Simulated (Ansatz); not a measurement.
Density of states of TePb (Pm-3m, a = 3.927 Å, b = 3.927 Å, c = 3.927 Å, α = 90.00°, β = 90.00°, γ = 90.00°), in states per eV and primitive cell, averaged over bins of 0.4 eV. Theory: DFT PBE+D3(BJ), scalar-relativistic, plane waves, PAW in Ansatz 0.2.0.

Cutoff 420 eV; k points 10×10×10 on the computed 2-atom cell (Γ-centred); Gaussian smearing, width 0.10 eV; no spin polarisation.

The cell is relaxed at this level. The states (both spins) are summed by tetrahedra on a 15×15×15 mesh at the self-consistent density. Energies are bin centres; the table starts no lower than −8 eV and ends at 6 eV, or lower where the solved bands end.

It is a metal at this level.

```csv
E − E_F (eV),total,Te 5p,Pb 6p,Pb 6s,Te 5s
-7.85,1.71,0.14,0.05,1.31,0.20
-7.45,0.64,0.04,0.02,0.50,0.09
-7.05,0.24,0.01,0.00,0.17,0.05
-6.65,0.05,0.00,0.00,0.03,0.02
-6.25,0.00,0.00,0.00,0.00,0.00
-5.85,0.00,0.00,0.00,0.00,0.00
-5.45,0.00,0.00,0.00,0.00,0.00
-5.05,0.00,0.00,0.00,0.00,0.00
-4.65,0.07,0.04,0.03,0.00,0.00
-4.25,0.59,0.34,0.24,0.01,0.01
-3.85,1.01,0.59,0.38,0.03,0.02
-3.45,1.73,1.02,0.59,0.06,0.04
-3.05,1.60,0.95,0.49,0.09,0.04
-2.65,1.23,0.74,0.34,0.09,0.04
-2.25,1.31,0.86,0.31,0.09,0.04
-1.85,1.29,0.88,0.27,0.09,0.03
-1.45,1.39,1.00,0.26,0.08,0.03
-1.05,1.41,1.05,0.24,0.07,0.02
-0.65,1.44,1.05,0.28,0.06,0.02
-0.25,1.90,1.47,0.30,0.09,0.01
0.15,0.73,0.44,0.26,0.01,0.00
0.55,0.40,0.07,0.31,0.00,0.00
0.95,0.54,0.10,0.40,0.00,0.01
1.35,0.83,0.17,0.58,0.01,0.03
1.75,1.52,0.32,1.01,0.01,0.08
2.15,1.46,0.35,0.94,0.01,0.06
2.55,1.36,0.34,0.88,0.01,0.04
2.95,1.87,0.53,1.16,0.01,0.05
3.35,1.59,0.34,1.11,0.01,0.02
3.75,1.72,0.43,1.15,0.01,0.02
4.15,1.94,0.50,1.22,0.00,0.01
4.55,0.82,0.20,0.44,0.00,0.00
4.95,0.50,0.08,0.18,0.00,0.00
5.35,0.45,0.03,0.08,0.00,0.00
5.75,0.50,0.02,0.07,0.00,0.00
```

The columns after the total are the Löwdin projections on the occupied valence shells of the potentials. The rest of the total lies in shells that are empty in the free atom, which aren't projected, and between the atoms.

Spin-orbit coupling is left out, which matters for the bands of heavy elements.

This CsCl-type form isn't the usual stable structure of the compound.

Cost: 1 run of about 0.22 core-minutes, on Intel Xeon 6975P-C (Granite Rapids) (shared hosts).